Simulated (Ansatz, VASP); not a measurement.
One calculation of GaAs, two programs

```
Ga As
1.0
     0.00000    2.82956    2.82956
     2.82956    0.00000    2.82956
     2.82956    2.82956    0.00000
Ga As
1 1
Cartesian
  0.0000 0.0000 0.0000
  1.4148 1.4148 1.4148
```

Alike in both runs: functional PBEsol; k mesh 12 × 12 × 12; no spin polarisation.

Ansatz relaxed the structure, and its values are those at the end. VASP's run is a single point on that final structure, the one shown.

|  | VASP | Ansatz |
| --- | --- | --- |
| version | VASP 6.6.1 | Ansatz 0.2.0 |
| potentials or method | VASP PAW PBE potentials, release 64 (Ga_d, As) | scalar-relativistic, plane waves, PAW |
| plane-wave cutoff (eV) | 520 | 420 |
| occupations | gaussian, width 0.01 eV | fixed |
| valence electrons in the cell | 18 | 28 |

|  | VASP | Ansatz | Ansatz less VASP |
| --- | --- | --- | --- |
| gap on the k mesh at the Fermi level (eV) | 0.43 | 0.42 | -0.014 |
| least direct gap on the mesh (eV) | 0.43 | 0.42 | -0.014 |
| pressure (GPa) | 0.2 | 0.0 | -0.16 |

The two sets of potentials don't hold the same shells in valence.

Caveats: the PAW data sets were made with another functional, which shifts forces and pressure a little (VASP). A k mesh can miss the band edges.
